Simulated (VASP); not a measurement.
# Ag (Fm-3m) in VASP: notebook

The runs below take Ag through relaxation of the atoms, with PBEsol.

Everything below comes from runs of VASP 6.6.1. Logs are shortened: lines on timing, memory, paths and dates and some standing lists are left out, and cuts for length are marked.

### Step 1. The undisturbed crystal

The structure is cubic, space group Fm-3m (No. 225). The conventional cell has a = 4.085 Å, b = 4.085 Å, c = 4.085 Å, α = 90.00°, β = 90.00°, γ = 90.00°. Ag (site symmetry m-3m) is surrounded by 12 Ag at 2.89 Å.

### Step 2. Relaxation of the atoms, PBEsol (a relaxed cell with its volume scaled by 0.94)

Input file INCAR:

```
PREC = Accurate
ENCUT = 600
EDIFF = 1E-7
ISMEAR = 1
SIGMA = 0.1
LREAL = F
LASPH = T
NELM = 80
ALGO = Fast
ISIF = 2
LWAVE = F
LCHARG = F
GGA = PS
IBRION = 2
NSW = 40
EDIFFG = -0.01
```

Input file KPOINTS:

```
Automatic mesh
0
Gamma
  16 16 16
```

Input file POSCAR:

```
Ag                                      
1.0
    0.0000000000      1.9844090206      1.9844090206
    1.9844090206      0.0000000000      1.9844090206
    1.9844090206      1.9844090206      0.0000000000
  Ag            
     1
Direct
     0.0000000000000000    0.0000000000000000    0.0000000000000000
```

Potentials or basis: VASP PAW PBE potentials, release 64 (Ag).

Launch:

```console
$ cat potpaw_PBE.64/Ag/POTCAR > POTCAR
$ mpirun -np 1 vasp_std > vasp.out
```

OUTCAR:

```text
PREC = Accurate
   ENCUT = 600
   EDIFF = 1E-7
   ISMEAR = 1
   LREAL = F
   LASPH = T
   NELM = 80
   ISIF = 2
   GGA = PS
   IBRION = 2
   NSW = 40
   EDIFFG = -0.01

 ion  position               nearest neighbor table
   1  0.000  0.000  0.000-

  LATTYP: Found a face centered cubic cell.
 ALAT       =     3.9688180412

  Lattice vectors:

 A1 = (   0.0000000000,   1.9844090206,   1.9844090206)
 A2 = (   1.9844090206,   0.0000000000,   1.9844090206)
 A3 = (   1.9844090206,   1.9844090206,   0.0000000000)

Analysis of symmetry for initial positions (statically):
=====================================================================
 Subroutine PRICEL returns:
 Original cell was already a primitive cell.

 Routine SETGRP: Setting up the symmetry group for a
 face centered cubic supercell.

 Subroutine GETGRP returns: Found 48 space group operations
 (whereof 48 operations were pure point group operations)
 out of a pool of 48 trial point group operations.

The static configuration has the point symmetry O_h .

Analysis of symmetry for dynamics (positions and initial velocities):
=====================================================================
 Subroutine PRICEL returns:
 Original cell was already a primitive cell.

 Routine SETGRP: Setting up the symmetry group for a
 face centered cubic supercell.

 Subroutine GETGRP returns: Found 48 space group operations
 (whereof 48 operations were pure point group operations)
 out of a pool of 48 trial point group operations.

The dynamic configuration has the point symmetry O_h .

 Subroutine INISYM returns: Found 48 space group operations
 (whereof 48 operations are pure point group operations),
 and found     1 'primitive' translations

----------------------------------------------------------------------------------------

                                     Primitive cell

  volume of cell :      15.6287

  direct lattice vectors                    reciprocal lattice vectors
     0.000000000  1.984409021  1.984409021    -0.251964184  0.251964184  0.251964184
     1.984409021  0.000000000  1.984409021     0.251964184 -0.251964184  0.251964184
     1.984409021  1.984409021  0.000000000     0.251964184  0.251964184 -0.251964184

  length of vectors
     2.806378150  2.806378150  2.806378150     0.436414769  0.436414769  0.436414769

  position of ions in fractional coordinates (direct lattice)
     0.000000000  0.000000000  0.000000000

  ion indices of the primitive-cell ions
   primitive index   ion index
                 1           1

----------------------------------------------------------------------------------------

 KPOINTS: Automatic mesh

Automatic generation of k-mesh.
 Grid dimensions read from file:
 generate k-points for:   16   16   16

 Generating k-lattice:

  Cartesian coordinates                     Fractional coordinates (reciprocal lattice)
    -0.015747762  0.015747762  0.015747762     0.062500000  0.000000000  0.000000000
     0.015747762 -0.015747762  0.015747762     0.000000000  0.062500000  0.000000000
     0.015747762  0.015747762 -0.015747762     0.000000000  0.000000000  0.062500000

  Length of vectors
     0.027275923  0.027275923  0.027275923

  Shift w.r.t. Gamma in fractional coordinates (k-lattice)
     0.000000000  0.000000000  0.000000000

 Subroutine IBZKPT returns following result:
 ===========================================

 Found    145 irreducible k-points:

 Following reciprocal coordinates:
            Coordinates               Weight
  0.000000  0.000000  0.000000      1.000000
  0.062500  0.000000  0.000000      8.000000
  0.125000  0.000000  0.000000      8.000000
  0.187500  0.000000  0.000000      8.000000
  0.250000  0.000000  0.000000      8.000000
  0.312500  0.000000  0.000000      8.000000
[... 16 lines left out ...]
 -0.125000  0.062500  0.000000     24.000000
 -0.062500  0.062500  0.000000     12.000000
 [... further k-points ...]
   k-points           NKPTS =    145   k-points in BZ     NKDIM =    145   number of bands    NBANDS=      9
   number of dos      NEDOS =    301   number of ions     NIONS =      1
   total plane-waves  NPLWV =  13824
   dimension x,y,z NGX =    24 NGY =   24 NGZ =   24
   dimension x,y,z NGXF=    48 NGYF=   48 NGZF=   48
   ions per type =               1
   NGX,Y,Z   is equivalent  to a cutoff of  14.22, 14.22, 14.22 a.u.
   NGXF,Y,Z  is equivalent  to a cutoff of  28.43, 28.43, 28.43 a.u.
 SYSTEM =  unknown system
   PREC   = accura    normal or accurate (medium, high low for compatibility)
   ISTART =      0    job   : 0-new  1-cont  2-samecut
   ICHARG =      2    charge: 1-file 2-atom 10-const
   ISPIN  =      1    spin polarized calculation?
   LNONCOLLINEAR =      F non collinear calculations
   LSORBIT =      F    spin-orbit coupling
   LASPH  =      T    aspherical Exc in radial PAW
   ENCUT  =  600.0 eV  44.10 Ry    6.64 a.u.   5.61  5.61  5.61*2*pi/ulx,y,z
   NELM   =     80;   NELMIN=  2; NELMDL= -5     # of ELM steps
   EDIFF  = 0.1E-06   stopping-criterion for ELM
   LREAL  =      F    real-space projection
   EDIFFG = -.1E-01   stopping-criterion for IOM
   NSW    =     40    number of steps for IOM
   IBRION =      2    ionic relax: 0-MD 1-quasi-New 2-CG
   NFREE  =      1    steps in history (QN), initial steepest desc. (CG)
   ISIF   =      2    stress and relaxation
   ISYM   =      2    0-nonsym 1-usesym 2-fastsym
   POTIM  = 0.5000    time-step for ionic-motion
   TEBEG  =    0.0;   TEEND  =   0.0 temperature during run
   PSTRESS=    0.0 pullay stress
   NELECT =      11.0000    total number of electrons
   NUPDOWN=      -1.0000    fix difference up-down
   EMIN   =  10.00;   EMAX   =-10.00  energy-range for DOS
   EFERMI =   0.00;   METHOD = LEGACY
   ISMEAR =     1;   SIGMA  =   0.10  broadening in eV -4-tet -1-fermi 0-gaus
   EFERMI_NEDOS =   21; number of points for ismear=-14 and -15
   IALGO  =     68    algorithm
   IMIX   =      4    mixing-type and parameters
     AMIX     =   0.40;   BMIX     =  1.00
     AMIX_MAG =   1.60;   BMIX_MAG =  1.00
  volume/ion in A,a.u.               =      15.63       105.47
  Fermi-wavevector in a.u.,A,eV,Ry     =   1.456234  2.751883 28.852757  2.120618
  Thomas-Fermi vector in A             =   2.573176
   LORBIT       =      0    0 simple, 1 ext, 2 COOP (PROOUT), +10 PAW based schemes
   GGA     = PS    functional components
   LHFCALC =     F    Hartree Fock is set to
   AEXX    =    0.0000 exact exchange contribution
   IVDW    =     0    specifies the selected vdW correction
   LEPSILON=     F    determine dielectric tensor
   LRPA    =     F    only Hartree local field effects (RPA)
 conjugate gradient relaxation of ions
 non-spin polarized calculation
 RMM-DIIS sequential band-by-band and
 Methfessel and Paxton  Order N= 1 SIGMA  =   0.10
  energy-cutoff  :      600.00
  volume of cell :       15.63
 maximum number of plane-waves:       544
   NGX = 11   NGY = 11   NGZ = 11

 number of electron      11.0000000 magnetization

 Free energy of the ion-electron system (eV)
  ---------------------------------------------------
  ext. energy  EPLUGINS =         0.00000000
  ---------------------------------------------------
  free energy    TOTEN  =        -3.28425431 eV

  energy without entropy =       -3.28370405  energy(sigma->0) =       -3.28407089

 E-fermi :   9.4585     XC(G=0): -12.9394

 val. band max:        9.4078432719   @ k =   0.4375   0.3750   0.0000
 cond. band min:       9.4669777657   @ k =   0.5000   0.1875   0.0625
 fundamental gap:      0.0591344938
 Fermi energy:         9.4585188924

 k-point     1 :       0.0000    0.0000    0.0000
  band No.  band energies     occupation
      1       1.0036      2.00000
      2       4.3916      2.00000
      3       4.3916      2.00000
      4       4.3916      2.00000
      5       5.6119      2.00000
      6       5.6119      2.00000
      7      25.6479      0.00000
      8      29.7385      0.00000
      9      29.7385      0.00000

 k-point     2 :       0.0625    0.0000    0.0000
  band No.  band energies     occupation
      1       1.1349      2.00000
      2       4.3570      2.00000
      3       4.4308      2.00000
      4       4.4308      2.00000
      5       5.5959      2.00000
      6       5.5959      2.00000
      7      25.7130      0.00000
      8      28.7163      0.00000
      9      29.8280      0.00000

 k-point     3 :       0.1250    0.0000    0.0000
  band No.  band energies     occupation
      1       1.5096      2.00000
      2       4.2811      2.00000
      3       4.5283      2.00000
      4       4.5283      2.00000
      5       5.5688      2.00000
      6       5.5688      2.00000
      7      25.5047      0.00000
      8      27.0688      0.00000
      9      30.0568      0.00000

 k-point     4 :       0.1875    0.0000    0.0000
  band No.  band energies     occupation
      1       2.0436      2.00000
      2       4.2694      2.00000
      3       4.6185      2.00000
      4       4.6185      2.00000
      5       5.5961      2.00000
      6       5.5961      2.00000
      7      23.6984      0.00000
      8      26.6466      0.00000
      9      30.2881      0.00000
[... 205 lines left out ...]
 k-point    22 :      -0.1875    0.0625    0.0000
  band No.  band energies     occupation
      1       2.3290      2.00000
      2       4.2007      2.00000
      3       4.6796      2.00000
      4       4.6874      2.00000
      5       5.4479      2.00000
      6       5.8599      2.00000
      7      23.0016      0.00000
      8      26.1944      0.00000
      9      29.1262      0.00000

 k-point    23 :      -0.1250    0.0625    0.0000
  band No.  band energies     occupation
      1       1.7864      2.00000
      2       4.1923      2.00000
      3       4.5984      2.00000
      4       4.6257      2.00000
      5       5.4366      2.00000
      6       5.6951      2.00000
      7      25.1707      0.00000
      8      26.4599      0.00000
      9      29.1128      0.00000

 k-point    24 :      -0.0625    0.0625    0.0000
  band No.  band energies     occupation
      1       1.3485      2.00000
      2       4.2872      2.00000
      3       4.4846      2.00000
      4       4.5168      2.00000
      5       5.5160      2.00000
      6       5.6345      2.00000
      7      25.7698      0.00000
      8      27.7482      0.00000
      9      29.2298      0.00000

 [... further k-points ...]

------------------------ aborting loop because EDIFF is reached ----------------------------------------

  FORCE on cell =-STRESS in cart. coord.  units (eV):
  Direction    XX          YY          ZZ          XY          YZ          ZX
  --------------------------------------------------------------------------------------
  -------------------------------------------------------------------------------------
  Total        0.8565376      0.8565376      0.8565376     -0.0000000      0.0000000     -0.0000000
  in kB       87.8078684     87.8078684     87.8078684     -0.0000000      0.0000000     -0.0000000
  external PRESSURE =      87.8078684 kB  Pullay stress =       0.0000000 kB

 VOLUME and BASIS-vectors are now :
 -----------------------------------------------------------------------------
  energy-cutoff  :      600.00
  volume of cell :       15.63
      direct lattice vectors                 reciprocal lattice vectors
     0.000000000  1.984409021  1.984409021    -0.251964184  0.251964184  0.251964184
     1.984409021  0.000000000  1.984409021     0.251964184 -0.251964184  0.251964184
     1.984409021  1.984409021  0.000000000     0.251964184  0.251964184 -0.251964184

 POSITION                                       TOTAL-FORCE (eV/Angst)
 -----------------------------------------------------------------------------------
      0.00000      0.00000      0.00000         0.000000     -0.000000      0.000000
 -----------------------------------------------------------------------------------
    total drift:                               -0.000000      0.000000      0.000000

  FREE ENERGIE OF THE ION-ELECTRON SYSTEM (eV)
  ---------------------------------------------------
  free  energy   TOTEN  =        -3.2842543073 eV

  energy  without entropy=       -3.2837040503  energy(sigma->0) =       -3.28407089

 reached required accuracy - stopping structural energy minimisation
```

Wall time 10 s (1 thread of Intel Xeon 6975P-C (Granite Rapids), shared host); peak memory 0.15 GiB.

Results:

- Free energy: -3.2843 eV
- Pressure after relaxing: 8.8 GPa
- Band gap on the k mesh: none (metal or under the smearing width)

Final structure:
```xyz
1
Lattice="0.0000 1.9844 1.9844 1.9844 0.0000 1.9844 1.9844 1.9844 0.0000" Properties=species:S:1:pos:R:3 pbc="T T T"
Ag    0.0000    0.0000    0.0000
```

Caveat: the relaxation stopped at its first step, so nothing moved; the PAW data sets were made with another functional, which shifts forces and pressure a little.

### Step 3. Relaxation of the atoms, PBEsol (a relaxed cell with its volume scaled by 0.96)

INCAR is that of step 2.

KPOINTS is that of step 2.

Input file POSCAR:

```
Ag                                      
1.0
    0.0000000000      1.9983841924      1.9983841924
    1.9983841924      0.0000000000      1.9983841924
    1.9983841924      1.9983841924      0.0000000000
  Ag            
     1
Direct
     0.0000000000000000    0.0000000000000000    0.0000000000000000
```

Potentials or basis: VASP PAW PBE potentials, release 64 (Ag).

Launch:

```console
$ cat potpaw_PBE.64/Ag/POTCAR > POTCAR
$ mpirun -np 1 vasp_std > vasp.out
```

Run time: 12 s. Hardware: 1 thread of Intel Xeon 6975P-C (Granite Rapids), shared host; peak memory 0.16 GiB.

It converged, with:

```
Free energy             : -3.2991 eV
Pressure after relaxing : 5.5 GPa
Band gap on the k mesh  : none (metal or under the smearing width)
```

Final structure:
```
CELL_PARAMETERS angstrom
0.00000 1.99838 1.99838
1.99838 0.00000 1.99838
1.99838 1.99838 0.00000
ATOMIC_POSITIONS crystal
Ag 0.00000 0.00000 0.00000
```

Levels at points of the mesh, in eV from the Fermi level:
```csv
k point,band 4,band 5,band 6,band 7,band 8,band 9
"(0.00, 0.00, 0.00)",-4.97,-3.80,-3.80,16.16,20.13,20.13
"(0.50, 0.00, 0.00)",-2.90,-2.90,-0.59,4.02,15.41,18.55
"(0.50, 0.50, 0.00)",-2.66,-2.66,1.53,7.30,10.99,10.99
```

Caveat: the relaxation stopped at its first step, so nothing moved; the PAW data sets were made with another functional, which shifts forces and pressure a little.
